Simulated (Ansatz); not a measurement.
# S (simple hexagonal type): how the settings move a single-point run

Question: which choices in the input matter for S (simple hexagonal type)?

Program: Ansatz 0.2.0. Level of theory: reference: DFT, PBE, PAW with Ansatz's default frozen-core files, scalar-relativistic. These are calculated values, not measurements.

## (1) The system as given

The structure is hexagonal, space group P6/mmm (No. 191). The conventional cell has a = 3.411 Å, b = 3.411 Å, c = 2.152 Å, α = 90.00°, β = 90.00°, γ = 120.00°. S (site symmetry 6/mmm) is surrounded by 2 S at 2.15 Å.

As a file:

```
S
1.0
     3.41098    0.00000    0.00000
    -1.70549    2.95399    0.00000
     0.00000    0.00000    2.15222
S
1
Direct
  0.00000 0.00000 0.00000
```

## (2) Reference

File input.yaml:

```yaml
crystal:
  lattice:
    - [3.4109761051, 0.0, 0.0]
    - [-1.7054880526, 2.9539919587, 0.0]
    - [0.0, 0.0, 2.1522205766]
  atoms:
    - { symbol: S, position: [0.0, 0.0, 0.0] }
kpoints:
  mp_grid: { grid: [16, 16, 14] }
scf:
  occupations: { method: fermi_dirac, width: 0.08 }
hamiltonian:
  xc: pbe
  pseudopotentials: { kind: paw }
output:
  forces: true
  stress: true
  eigenvalues: true
  populations: true
```

The run is started by

```console
> ansatz run input.yaml --threads 1 --pin off --max-ram 2048MiB --backend cpu --events-out ev --progress --plain --runs-dir out
```

## (3) Changing settings: mp_grid.grid [8, 8, 7], mp_grid.shift [0.5, 0.5, 0.5], xc_grid 4

input.yaml, as its differences from that of step 2:

```diff
@@ -8,3 +8,3 @@
 kpoints:
-  mp_grid: { grid: [16, 16, 14] }
+  mp_grid: { grid: [8, 8, 7], shift: [0.5, 0.5, 0.5] }
 scf:
@@ -19 +19,3 @@
   populations: true
+basis:
+  xc_grid: 4
```

Q: Predict the outcome of this session. Wanted: for each run, ending; energy change; pressure; gap; force.

**Answer**, as computed:

| run | ending | energy change | pressure (GPa) | gap (eV) | force (eV/Å) | cycles | time |
| --- | --- | --- | --- | --- | --- | --- | --- |
| reference | converged | 0 | 0.5 | 0.00 | 0.00 | 6 | 2.5 s |
| 1: mp_grid.grid [8, 8, 7], mp_grid.shift [0.5, 0.5, 0.5], xc_grid 4 | converged | -70.7 meV/atom | -3.1 | 0.00 | 0.00 | 6 | 1.1 s |

Residual by cycle in the longest SCF loop of each run; runs are numbered as in the table. The quantity is the density residual dr2, in eV.

| cycle | reference | run 1 |
| --- | --- | --- |
| 1 | 0.00505 | 0.00499 |
| 2 | 0.00196 | 0.00166 |
| 3 | 3.1e-5 | 5.8e-6 |
| 4 | 6.2e-7 | 4.8e-7 |
| 5 | 1.3e-7 | 1.6e-8 |
| 6 | 1.9e-9 | 4.5e-11 |

What this shows: Changing the k-point mesh and numerical grids moves the energy by -70.7 meV/atom, and the pressure goes from 0.5 to -3.1 GPa. Of the settings changed, the mesh is the one that moves energies this far. Cost: 1.1 s against 2.5 s. Semilocal functionals close small gaps, so the missing gap need not be the real solid's.
